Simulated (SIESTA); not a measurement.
Crystal: Bi2Se3 (Paraguanajuatite).

```
CELL_PARAMETERS angstrom
2.07150 1.19598 9.54533
-2.07150 1.19598 9.54533
0.00000 -2.39196 9.54533
ATOMIC_POSITIONS crystal
Bi 0.59920 0.59920 0.59920
Bi 0.40080 0.40080 0.40080
Se 0.78830 0.78830 0.78830
Se 0.21170 0.21170 0.21170
Se 0.00000 0.00000 0.00000
```

Program: SIESTA 5.4.2. Alike in all runs: task band structure; cell as given; smearing fermi-dirac 0.05 eV; grid cutoff 500 Ry. Hardware: 1 thread of Intel(R) Xeon(R) Platinum 8488C (Sapphire Rapids), on a shared host.

Q: Order these runs on this cell by their wall time, lowest first.
A. level PBE; potentials or basis PseudoDojo 0.4 standard (PBE files, fully relativistic), DZP (energy shift 0.002 Ry); spin non-collinear, zero start, SOC; k mesh 6 × 6 × 6; energy shift 0.002 Ry
B. level LDA; potentials or basis PseudoDojo 0.4 standard (LDA files), DZP (energy shift 0.002 Ry); spin off; k mesh 8 × 8 × 8; energy shift 0.002 Ry
C. level PBE; potentials or basis PseudoDojo 0.4 standard (PBE files), SZ (energy shift 0.002 Ry); spin off; k mesh 8 × 8 × 8; energy shift 0.002 Ry
D. level PBE; potentials or basis PseudoDojo 0.4 standard (PBE files), SZ (energy shift 0.02 Ry); spin off; k mesh 8 × 8 × 8; energy shift 0.02 Ry

A: D (90 s), C (190 s), B (460 s), A (1200 s).

Caveats: the basis has no polarisation orbitals (some runs).

Not every run made on this cell is shown here.
